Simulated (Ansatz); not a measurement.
GeTe (space group R3m, No. 160)

GeTe is modelled in the trigonal space group R3m, hexagonal axes (No. 160), Pearson symbol hR2. Cell: a = b = 4.162 Å, c = 10.463 Å, α = β = 90.00°, γ = 120.00°. Ge on 3a sees 3 Te at 2.833 Å and 3 Te at 3.119 Å (octahedral). Te on 3a has 3 Ge at 2.833 Å and 3 Ge at 3.119 Å (octahedral). (Neighbours: up to the widest gap in distance over summed covalent radii, below 1.35, at either atom.)
(The calculation used a cell of 2 atoms; values per cell refer to that cell.)

Level of theory: PBEsol (Ansatz, a quantum-chemistry and plane-wave program), spin-orbit coupling left out. Settings: 10×10×10 k-points, 0.05 eV Fermi–Dirac smearing.

The volume per atom is 26.16 Å³, the density is 6.35 g/cm³ and the band gap comes out as 0.51 eV (uncertain: the edges found on the path are not clean extrema). The total energy comes out as -5577.602 eV/atom (σ→0; compares only within this code and set-up).

With Te present, leaving out spin-orbit coupling can change the band edges. Stability against distortions was not tested.
